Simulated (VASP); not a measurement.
# BP: relaxation of the atoms with LDA

BP:

```xyz
2
Lattice="0.0000 2.2597 2.2597 2.2597 0.0000 2.2597 2.2597 2.2597 0.0000" Properties=species:S:1:pos:R:3 pbc="T T T"
B     0.0000    0.0000    0.0000
P     1.1299    1.1299    1.1299
```

The cell isn't the ideal one: a relaxed cell with its volume scaled by 1.02.

* Program: VASP 6.6.1
* Task: relaxation of the atoms
* Functional: LDA
* Potentials or basis: VASP PAW LDA potentials, release 64 (B, P)
* Cutoff: 600 eV
* k mesh: 10 × 10 × 10
* Occupations: gaussian, width 0.03 eV
* Spin: no spin polarisation
* Further INCAR settings: ALGO = Fast; EDIFF = 1e-07; IBRION = 2; EDIFFG = -0.01; NSW = 40

The pressure after relaxing is -3.4 GPa and the band gap on the k mesh is 1.17 eV, indirect (least direct gap 3.40 eV).

Final structure:
```yaml
crystal:
  lattice:
    - [0.00000, 2.25973, 2.25973]
    - [2.25973, 0.00000, 2.25973]
    - [2.25973, 2.25973, 0.00000]
  atoms:
    - { symbol: B, position: [0.00000, 0.00000, 0.00000] }
    - { symbol: P, position: [0.25000, 0.25000, 0.25000] }
```

Levels at points of the mesh, in eV from the valence-band top:
```csv
k point,band 1,band 2,band 3,band 4,band 5,band 6,band 7,band 8
"(0.00, 0.00, 0.00)",-15.50,0.00,0.00,0.00,3.40,3.40,3.40,7.56
"(0.50, 0.00, 0.00)",-12.12,-9.10,-1.76,-1.76,3.86,4.69,4.69,9.97
"(0.50, 0.50, 0.00)",-10.60,-8.55,-4.15,-4.15,1.28,1.54,12.11,12.11
```

It used 6.9 s of CPU time on 1 thread of Intel(R) Xeon(R) Platinum 8559C (Emerald Rapids), with other jobs on the host, which was overloaded at the time.

Caveat: the relaxation stopped at its first step, so nothing moved. A k mesh can miss the band edges.
